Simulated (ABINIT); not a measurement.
LiF (Griceite):

```
F Li
1.0
     0.00000    2.01400    2.01400
     2.01400    0.00000    2.01400
     2.01400    2.01400    0.00000
F Li
1 1
Direct
  0.50000 0.50000 0.50000
  0.00000 0.00000 0.00000
```

Base run:

```yaml
Program: ABINIT 10.8.3 (patched build)
Functional: PBEsol
Potentials_or_basis: PseudoDojo NC SR PBE v0.4.1 standard
Cutoff: 952 eV
k_mesh: 8 × 8 × 8
Occupations: fixed
Spin: no spin polarisation
```

Its results: band gap on the k mesh 8.90 eV, direct.

Q: After a change of settings the same cell gave: band gap on the k mesh 9.11 eV, direct. Which change was it?
A. functional from PBEsol to PBE
B. functional from PBEsol to HSE06
C. functional from PBEsol to PBE0

A: A.
